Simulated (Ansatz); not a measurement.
ZnS (Wurtzite-2H):

```
Zn S
1.0
     3.81100    0.00000    0.00000
    -1.90550    3.30042    0.00000
     0.00000    0.00000    6.23400
Zn S
2 2
Direct
  0.66667 0.33333 0.50000
  0.33333 0.66667 0.00000
  0.66667 0.33333 0.88500
  0.33333 0.66667 0.38500
```

Base run:

```yaml
Program: Ansatz 0.2.0
Functional: PBE
Potentials_or_basis: all-electron LAPW, scalar-relativistic
Cutoff: 288 eV
Density_cutoff: 1153 eV
Basis_error_allowed: 0.001 eV/atom
k_mesh: 8 × 8 × 5
Occupations: fermi-dirac, width 0.05 eV
Spin: no spin polarisation
```

Its results: band gap on the k mesh 2.25 eV, direct; pressure 2.3 GPa; largest force 0.319 eV/Å.

Q: The run is repeated on the same cell with these changes: functional from PBE to PBEsol. What comes out?

A: Band gap on the k mesh 2.11 eV, direct; pressure -1.3 GPa; largest force 0.306 eV/Å.

PBEsol binds more tightly than PBE, so the same cell stands under less pressure.

Caveats: an odd mesh through Γ misses points on the zone boundary, where band edges often lie.

Not every run made on this cell is shown here.
